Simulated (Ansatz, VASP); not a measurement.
One calculation of Al, two programs

Contents of INCAR:

```
SYSTEM = Al
PREC = Accurate
ENCUT = 520
EDIFF = 1E-6
ISMEAR = 0
SIGMA = 0.1
LREAL = .False.
LASPH = .True.
NELM = 100
ALGO = Normal
ISIF = 2
LWAVE = .False.
LCHARG = .False.
GGA = PE
NBANDS = 8
```

Contents of KPOINTS:

```
Automatic mesh
0
Gamma
  6 6 8
  0 0 0
```

The input POSCAR:

```
Al
1.0
    2.7662377000      0.0000000000      0.0000000000
    0.0000000000      2.7662377000      0.0000000000
    0.0000000000      0.0000000000      2.3680164500
Al
1
Direct
    0.5000000000      0.5000000000      0.5000000000
```

Input for Ansatz:

```yaml
crystal:
  lattice:
    - [2.7662377, 0.0, 0.0]
    - [0.0, 2.7662377, 0.0]
    - [0.0, 0.0, 2.36801645]
  atoms:
    - { symbol: Al, position: [0.5, 0.5, 0.5] }
basis:
  ecutwfc: 420
kpoints:
  mp_grid: { grid: [6, 6, 8] }
hamiltonian:
  xc: pbe
scf:
  occupations: { method: gaussian, width: 0.1 }
  lower_state_search: "off"
output:
  forces: true
  stress: true
  eigenvalues: true
```

Alike in both runs: task single point; functional PBE; k mesh 6 × 6 × 8; occupations gaussian, width 0.1 eV; no spin polarisation.

|  | VASP | Ansatz |
| --- | --- | --- |
| version | VASP 6.6.1 | Ansatz 0.2.0 |
| potentials or method | VASP PAW PBE potentials, release 64 (Al) | scalar-relativistic, plane waves, PAW |
| plane-wave cutoff (eV) | 520 | 420 |
| valence electrons in the cell | 3 | 3 |

Ansatz gave:

```
gap on the k mesh at the Fermi level (eV)       : none
pressure (GPa)                                  : 12.3
largest component of the traceless stress (GPa) : 17.64
```

Question: Which values does VASP return?

Answer: gap on the k mesh at the Fermi level (eV): none; pressure (GPa): 12.3; largest component of the traceless stress (GPa): 17.58.

A gap of «none» marks a metal or a gap that the smearing closes.

Caveats: the k mesh is coarse (spacing up to 0.38 Å⁻¹), so the values aren't converged.
